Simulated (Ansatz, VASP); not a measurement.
Two plane-wave programs on Al2Au

INCAR

```
ALGO = Normal
EDIFF = 1E-7
ENCUT = 520
GGA = PE
ISIF = 2
ISMEAR = -1
LASPH = T
LCHARG = F
LREAL = F
LWAVE = F
NBANDS = 16
NELM = 100
PREC = Accurate
SIGMA = 0.05
```

File KPOINTS:

```
k-points
0
Gamma
  8 8 8
```

Contents of POSCAR:

```
Al2Au
1.0
    0.0000000000      3.0394782115      3.0394782115
    3.0394782115      0.0000000000      3.0394782115
    3.0394782115      3.0394782115      0.0000000000
Au Al
1 2
Direct
    0.0000000000      0.0000000000      0.0000000000
    0.7500000000      0.7500000000      0.7500000000
    0.2500000000      0.2500000000      0.2500000000
```

The input input.yaml:

```yaml
crystal:
  lattice:
    - [0.0, 3.0394782115, 3.0394782115]
    - [3.0394782115, 0.0, 3.0394782115]
    - [3.0394782115, 3.0394782115, 0.0]
  atoms:
    - { symbol: Au, position: [0.0, 0.0, 0.0] }
    - { symbol: Al, position: [0.75, 0.75, 0.75] }
    - { symbol: Al, position: [0.25, 0.25, 0.25] }
hamiltonian:
  xc: pbe
  pseudopotentials: { kind: paw }
kpoints:
  mp_grid: { grid: [8, 8, 8] }
scf:
  occupations: { method: fermi_dirac, width: 0.05 }
output:
  forces: true
  stress: true
  eigenvalues: true
  write_density: true
  write_potential: true
  elf: true
  volumetric_format: npy
```

Change from the starting cell: volume scaled by 1.04.

Alike in both runs: task single point; functional PBE; k mesh 8 × 8 × 8; occupations fermi-dirac, width 0.05 eV; no spin polarisation.

|  | VASP | Ansatz |
| --- | --- | --- |
| version | VASP 6.6.1 | Ansatz 0.2.0 |
| potentials or method | VASP PAW PBE potentials, release 64 (Au, Al) | Ansatz PAW |
| plane-wave cutoff (eV) | 520 | 420 |
| valence electrons in the cell | 17 | 25 |

|  | VASP | Ansatz | Ansatz less VASP |
| --- | --- | --- | --- |
| gap on the k mesh at the Fermi level (eV) | none | none | - |
| pressure (GPa) | -1.2 | -1.0 | +0.22 |

A gap of «none» marks a metal or a gap that the smearing closes. The two sets of potentials don't hold the same shells in valence.

The runs have no spin-orbit coupling, so splittings on Au are missing.
